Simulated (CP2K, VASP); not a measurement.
Given: the input of a run of CP2K 2026.2 on Sb. This isn't the form of Sb at room conditions, which is rhombohedral.

File sb_scf.inp:

```
&GLOBAL
  PROJECT sb_scf
  RUN_TYPE ENERGY_FORCE
  PRINT_LEVEL LOW
&END GLOBAL
&FORCE_EVAL
  METHOD QS
  STRESS_TENSOR ANALYTICAL
  &DFT
    BASIS_SET_FILE_NAME BASIS_MOLOPT_UZH
    POTENTIAL_FILE_NAME GTH_POTENTIALS
    &MGRID
      CUTOFF 450
      REL_CUTOFF 60
      NGRIDS 4
    &END MGRID
    &QS
      METHOD GPW
      EPS_DEFAULT 1.0E-10
    &END QS
    &KPOINTS
      SCHEME MONKHORST-PACK 8 8 8
      GAMMA_CENTERED T
      SYMMETRY T
      SYMMETRY_BACKEND SPGLIB
    &END KPOINTS
    &SCF
      SCF_GUESS ATOMIC
      EPS_SCF 1.0E-6
      MAX_SCF 100
      ADDED_MOS 8
      CHOLESKY OFF
      EPS_EIGVAL 1.0E-7
      &DIAGONALIZATION ON
        ALGORITHM STANDARD
      &END DIAGONALIZATION
      &MIXING ON
        METHOD BROYDEN_MIXING
        ALPHA 0.4
        BETA 1.5
        NBUFFER 8
      &END MIXING
      &SMEAR ON
        METHOD GAUSSIAN
        SIGMA [eV] 0.1
      &END SMEAR
    &END SCF
    &XC
      &XC_FUNCTIONAL
        &LDA_X
        &END LDA_X
        &LDA_C_PW
        &END LDA_C_PW
      &END XC_FUNCTIONAL
    &END XC
    &PRINT
      &KPOINTS ON
      &END KPOINTS
      &MULLIKEN ON
      &END MULLIKEN
      &MO ON
        ENERGIES T
        OCCUPATION_NUMBERS T
        &EACH
          QS_SCF 0
        &END EACH
        ADD_LAST NUMERIC
      &END MO
    &END PRINT
  &END DFT
  &SUBSYS
    &CELL
      A 3.1600000000 0.0000000000 0.0000000000
      B 0.0000000000 3.1600000000 0.0000000000
      C 0.0000000000 0.0000000000 3.1600000000
      PERIODIC XYZ
    &END CELL
    &COORD
      Sb  0.0000000000 0.0000000000 0.0000000000
    &END COORD
    &KIND Sb
      BASIS_SET TZVP-MOLOPT-PBE-GTH-q5
      POTENTIAL GTH-PADE-q5
    &END KIND
    &PRINT
      &ATOMIC_COORDINATES ON
      &END ATOMIC_COORDINATES
      &CELL ON
      &END CELL
    &END PRINT
  &END SUBSYS
  &PRINT
    &FORCES ON
    &END FORCES
    &STRESS_TENSOR ON
    &END STRESS_TENSOR
  &END PRINT
&END FORCE_EVAL
```

Potentials or basis: GTH_POTENTIALS Sb GTH-PADE-q5; TZVP-MOLOPT-PBE-GTH basis.

Run with:

```console
$ OMP_NUM_THREADS=1 cp2k.psmp -i sb_scf.inp -o sb_scf.out
```

Set up the same calculation for VASP 6.6.1. Potentials or basis there: LDA PAW files Sb, 520 eV.

As run (cutoffs and basis follow the program's own potentials, and thresholds, step limits or extra output files can differ):

Contents of INCAR:

```
  PREC = Accurate
  ENCUT = 520
  EDIFF = 1E-7
  ISMEAR = 0
  SIGMA = 0.1
  LREAL = False
  LASPH = True
  NELM = 60
  ALGO = Normal
  ISIF = 2
  LWAVE = False
  LCHARG = False
  GGA = CA
  NBANDS = 8
```

Contents of KPOINTS:

```
regular mesh
0
Gamma
  8 8 8
```

Contents of POSCAR:

```
Sb
1.0
    3.1600000000      0.0000000000      0.0000000000
    0.0000000000      3.1600000000      0.0000000000
    0.0000000000      0.0000000000      3.1600000000
Sb
1
Direct
    0.0000000000      0.0000000000      0.0000000000
```

Potentials or basis: VASP PAW LDA potentials, release 64 (Sb).

Run with:

```console
$ cat potpaw_LDA.64/Sb/POTCAR > POTCAR
$ mpirun -np 1 vasp_std > vasp.out
```

Both were run:

|  | CP2K | VASP |
| --- | --- | --- |
| Pressure | -5.3 GPa | -5.6 GPa |

The two programs' LDA may be different fits to the electron gas.

Pressure is positive in compression.
